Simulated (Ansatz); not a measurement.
Runs of Ansatz 0.2.0 on BaTiO3. The typed cell holds 5 atoms: a = 4.007 Å, b = 4.007 Å, c = 4.007 Å, α = 90.00°, β = 90.00°, γ = 90.00°. 

```tsv
task	level	U	cell	hubbard projectors	double counting	target pressure (GPa)	gap on the mesh (eV)	pressure (GPa)	largest force (eV/Å)
projected density of states	r2SCAN+U	Ti d U = 4 eV	all atoms moved at random, sigma 0.15 Å a component	ortho-atomic (the default)	fll (the default)	-	3.50	10.8	5.02
projected density of states	r2SCAN+U	Ti d U = 3 eV	all atoms moved at random, sigma 0.15 Å a component	ortho-atomic (the default)	fll (the default)	-	3.41	10.3	(a)
projected density of states	r2SCAN+U	Ti d U = 8 eV	all atoms moved at random, sigma 0.15 Å a component	ortho-atomic (the default)	fll (the default)	-	3.91	13.0	5.70
relaxation of cell and atoms	r2SCAN	-	relaxed from: all atoms moved at random, sigma 0.15 Å a component	-	-	0	2.93	0.0	-
projected density of states	r2SCAN	-	all atoms moved at random, sigma 0.15 Å a component	-	-	-	3.15	9.0	4.47
relaxation of cell and atoms	r2SCAN	-	relaxed to 20 GPa from: all atoms moved at random, sigma 0.15 Å a component	-	-	20	2.39	20.0	-
relaxation of cell and atoms	r2SCAN	-	relaxed to 10 GPa from: all atoms moved at random, sigma 0.15 Å a component	-	-	10	2.50	10.0	-
projected density of states	r2SCAN+U	Ti d U = 6 eV	all atoms moved at random, sigma 0.15 Å a component	ortho-atomic (the default)	fll (the default)	-	3.70	11.8	5.34
projected density of states	r2SCAN+U	Ti d U = 5 eV	all atoms moved at random, sigma 0.15 Å a component	ortho-atomic (the default)	fll (the default)	-	3.61	11.3	5.18
relaxation of cell and atoms	r2SCAN	-	relaxed to 30 GPa from: all atoms moved at random, sigma 0.15 Å a component	-	-	30	2.41	30.0	-
projected density of states	r2SCAN+U	Ti d U = 2 eV	all atoms moved at random, sigma 0.15 Å a component	ortho-atomic (the default)	fll (the default)	-	3.31	(c)	4.73
relaxation of cell and atoms	r2SCAN	-	relaxed to 2 GPa from: all atoms moved at random, sigma 0.15 Å a component	-	-	2	(b)	2.0	-
```

Alike in all rows: potentials or basis Ansatz PAW; no spin polarisation; k mesh 7 × 7 × 7; cutoff (eV) 500; smearing fermi-dirac 0.05 eV.

Question: Fill in the values left out.

Answer: (a) 4.87; (b) 2.83; (c) 9.8.

Caveats: odd divisions of the mesh miss points on the zone boundary, where band edges often lie, so the gap on the mesh can be too wide; spin-orbit coupling is left out, which moves the levels of the heavy elements; the PAW data sets come from PBE, with cores solved anew for the run's functional, which leaves a small shift of forces and pressure; forces of over 1 eV/Å show positions far from the minimum, so gaps and moduli don't describe the material at rest (some runs); the density of states is complete only up to the lowest level of the last band computed (some runs); the plane-wave basis is chosen anew once the cell has moved, so the energies of steps on either side of that aren't comparable (some runs).

A k mesh can miss the band edges, and the runs leave out spin-orbit coupling on Ba.
